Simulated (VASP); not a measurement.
Runs of VASP 6.6.1 on Al. The structure is cubic, space group Fm-3m (No. 225). The conventional cell has a = 4.050 Å, b = 4.050 Å, c = 4.050 Å, α = 90.00°, β = 90.00°, γ = 90.00°. Around Al (site symmetry m-3m) lie 12 Al at 2.86 Å. 

| task | level | cell | cutoff (eV) | gap on the mesh (eV) | pressure (GPa) | relaxed volume (Å³/atom) |
| --- | --- | --- | --- | --- | --- | --- |
| relaxation of cell and atoms | PW91 | relaxed | 600 | none | 0.0 | - |
| relaxation of cell and atoms | AM05 | relaxed | 600 | none | 0.0 | 16.11 |
| relaxation of the atoms | rSCAN+D4 | atoms relaxed from: cell strained at random at fixed volume | 520 | none | -4.4 | - |
| relaxation of cell and atoms | BLYP | relaxed | 600 | none | 0.0 | (a) |

Alike in all rows: potentials or basis VASP PAW PBE potentials, release 64 (Al); no spin polarisation; k mesh 11 × 11 × 11; smearing fermi-dirac 0.05 eV.

Fill in the values left out.

(a) 17.40.

Caveats: the PAW data sets were made with another functional, which shifts forces and pressure a little; the relaxation stopped at its first step, so nothing moved (some runs); pairwise dispersion overbinds metals, which lowers pressure and volume (some runs).

A gap of «none» marks a metal or a gap under the smearing width.
